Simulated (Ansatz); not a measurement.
# Si4Mo3: the cost of one run

Method: DFT PBE, scalar-relativistic, plane waves, PAW, in Ansatz 0.2.0.

1 further run of the same task is left out (set aside as unsound or not needed).

### Step 1. Starting point

Symmetry: I4/mmm, No. 139, tetragonal system. Conventional cell: a = 3.217 Å, b = 3.217 Å, c = 7.873 Å, α = 90.00°, β = 90.00°, γ = 90.00°. Si (site symmetry 4mm) is surrounded by 5 Si at 2.60 to 2.64 Å and 5 Mo at 2.62 to 2.64 Å. Around Mo (site symmetry 4/mmm) lie 10 Si at 2.62 to 2.64 Å.

Coordinates:

```cif
data_structure
_symmetry_space_group_name_H-M 'I4/mmm'
_symmetry_Int_Tables_number 139
_cell_length_a 3.2168
_cell_length_b 3.2168
_cell_length_c 7.8730
_cell_angle_alpha 90.000
_cell_angle_beta 90.000
_cell_angle_gamma 90.000
_cell_volume 81.47
loop_
_atom_site_label
_atom_site_type_symbol
_atom_site_symmetry_multiplicity
_atom_site_Wyckoff_symbol
_atom_site_fract_x
_atom_site_fract_y
_atom_site_fract_z
_atom_site_occupancy
Si1 Si 4 e 0.00000 0.00000 0.33510 1
Mo1 Mo 2 a 0.00000 0.00000 0.00000 1
```

This cell was relaxed beforehand with the same method: volume 13.58 Å³/atom, gap on the mesh none (metal).

Bulk energy on matching settings, from an earlier run: -2076.3745 eV/atom.

### Step 2. Cutting the (001) slab

Planes are indexed in the bulk's conventional cell (I4/mmm (No. 139)), a = 3.217 Å, b = 3.217 Å, c = 7.873 Å, α = 90.00°, β = 90.00°, γ = 90.00°.

The slab is a (001) slab, 7.9 Å thick as cut, with 15 Å of vacuum; its outer planes are Mo (top) and Mo (bottom).

The slab as cut. Layers, bottom to top:

| plane | atoms per cell | height over the lowest (Å) |
| --- | --- | --- |
| 1 | Mo | 0.00 |
| 2 | Si | 1.30 |
| 3 | Si | 2.64 |
| 4 | Mo | 3.94 |
| 5 | Si | 5.23 |
| 6 | Si | 6.57 |
| 7 | Mo | 7.87 |

### Step 3. Single point on the unrelaxed (001) slab

A dipole layer in the vacuum cancels the field that periodic copies would set up if the slab's two faces differ.

input.yaml

```yaml
crystal:
  lattice:
    - [3.2168473731, 0.0, 0.0]
    - [0.0, 3.2168473731, 0.0]
    - [0.0, 0.0, 22.8730199825]
  atoms:
    - { symbol: Mo, position: [0.5, 0.5, 0.3278972346] }
    - { symbol: Si, position: [0.0, 0.0, 0.3846570233] }
    - { symbol: Si, position: [0.5, 0.5, 0.4432402113] }
    - { symbol: Mo, position: [0.0, 0.0, 0.5] }
    - { symbol: Si, position: [0.5, 0.5, 0.5567597887] }
    - { symbol: Si, position: [0.0, 0.0, 0.6153429767] }
    - { symbol: Mo, position: [0.5, 0.5, 0.6721027654] }
basis:
  ecutwfc: 420
kpoints:
  mp_grid: { grid: [11, 11, 1] }
hamiltonian:
  xc: pbe
scf:
  occupations: { method: gaussian, width: 0.1 }
output:
  forces: true
  stress: true
  eigenvalues: true
  write_density: true
  write_potential: true
  elf: true
  volumetric_format: npy
efield:
  axis: 3
  dipole_correction: true
  ramp_width: 0.04
```

Started as:

```sh
ansatz run input.yaml --threads 1 --pin off --max-ram 2560MiB --backend cpu --events-out ev --progress --plain --runs-dir out
```

What time and memory should one allow on 1 thread of Arm Neoverse V1, shared host?

About 26 s, with a peak of 0.45 GiB.
